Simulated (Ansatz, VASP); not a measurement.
## AlRu: VASP beside Ansatz

```
Ru Al
1.0
     3.05027    0.00000    0.00000
     0.00000    3.05027    0.00000
     0.00000    0.00000    3.05027
Ru Al
1 1
Direct
  0.50000 0.50000 0.50000
  0.00000 0.00000 0.00000
```

Change from the starting cell: volume scaled by 1.06.

Alike in both runs: task single point; functional PBE; k mesh 9 × 9 × 9; occupations fermi-dirac, width 0.05 eV; no spin polarisation.

```csv
,VASP,Ansatz
version,VASP 6.6.1,Ansatz 0.2.0
potentials or method,"VASP PAW PBE potentials, release 64 (Ru_pv, Al), cutoff 520 eV","all-electron LAPW, scalar-relativistic"
```

```tsv
	VASP	Ansatz	Ansatz less VASP
gap on the k mesh at the Fermi level (eV)	none	none	-
pressure (GPa)	-8.5	-8.5	+0.03
```

A gap of «none» marks a metal or a gap that the smearing closes. Ansatz ran all-electron here, so the differences hold the error of VASP's frozen core and of both bases.
